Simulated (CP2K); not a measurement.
Runs of CP2K 2026.2 on Bi2Se3 (Paraguanajuatite). The structure is trigonal, space group R-3m (No. 166). The conventional cell has a = 4.143 Å, b = 4.143 Å, c = 28.636 Å, α = 90.00°, β = 90.00°, γ = 120.00°. Bi (site symmetry 3m) is surrounded by 6 Se at 2.85 to 3.07 Å. Around Se (site symmetry 3m) lie 3 Bi at 2.85 Å. Se (site symmetry -3m) has 6 Bi at 3.07 Å as nearest neighbours. 

```csv
task,level,potentials or basis,cell,k mesh,smearing,EPS_DEFAULT,k points reduced by the point group,NGRIDS,points a segment of the path (NPOINTS),bands added on the path,gap on the mesh (eV),pressure (GPa),relaxed volume (Å³/atom),largest force (eV/Å)
band structure,PBEsol,"POTENTIAL_UZH Bi GTH-PBE-q5, Se GTH-PBE-q6; TZVP-MOLOPT-PBE-GTH basis",as given,8 × 8 × 8,fermi-dirac 0.05 eV,1.0E-10,yes,5,6,2,0.11,1.7,-,0.40
relaxation of cell and atoms,LDA,"GTH_POTENTIALS Bi GTH-PADE-q5, Se GTH-PADE-q6; TZVP-MOLOPT-PBE-GTH basis",relaxed,6 × 6 × 6,fermi-dirac 0.05 eV,1.0E-9,-,5,-,-,0.03,0.0,27.21,0.05
band structure,PBE,"POTENTIAL_UZH Bi GTH-PBE-q5, Se GTH-PBE-q6; TZVP-MOLOPT-PBE-GTH basis",as given,8 × 8 × 8,fermi-dirac 0.1 eV,1.0E-9,yes,5,10,4,0.20,3.1,-,(a)
relaxation of cell and atoms,PBEsol,"POTENTIAL_UZH Bi GTH-PBE-q5, Se GTH-PBE-q6; TZVP-MOLOPT-PBE-GTH basis",relaxed,6 × 6 × 6,fermi-dirac 0.01 eV,1.0E-9,-,4,-,-,0.59,0.0,(b),0.03
band structure,r2SCAN,"POTENTIAL_UZH Bi GTH-SCAN-q5, Se GTH-SCAN-q6; TZVP-MOLOPT-SCAN-GTH basis",as given,8 × 8 × 8,fermi-dirac 0.05 eV,1.0E-10,yes,4,6,6,0.41,0.0,-,0.17
band structure,LDA,"GTH_POTENTIALS Bi GTH-PADE-q5, Se GTH-PADE-q6; TZVP-MOLOPT-PBE-GTH basis",as given,8 × 8 × 8,fermi-dirac 0.05 eV,1.0E-10,yes,4,10,6,0.09,-1.5,-,0.17
band structure,TB-mBJ,"POTENTIAL_UZH Bi GTH-PBE-q5, Se GTH-PBE-q6; TZVP-MOLOPT-PBE-GTH basis",as given,8 × 8 × 8,fermi-dirac 0.0259 eV,1.0E-9,yes,5,10,6,0.49,-,-,-
```

Alike in all rows: no spin polarisation.

Problem. Fill in the values left out.

Solution. (a) 0.29; (b) 28.86.

Caveats: spin-orbit coupling is left out, which as a rule narrows the gap of such compounds by several tenths of an eV; the basis of atomic orbitals isn't converged, which shifts pressures, moduli and gaps; the potentials were made for another functional, which shifts forces and pressure (some runs); the printed path begins after the first move (some runs); this is a model potential without an energy functional, so only levels have meaning (some runs).

A k mesh can miss the band edges, and the runs leave out spin-orbit coupling on Bi, Se.

Not every run made on this cell is shown here.
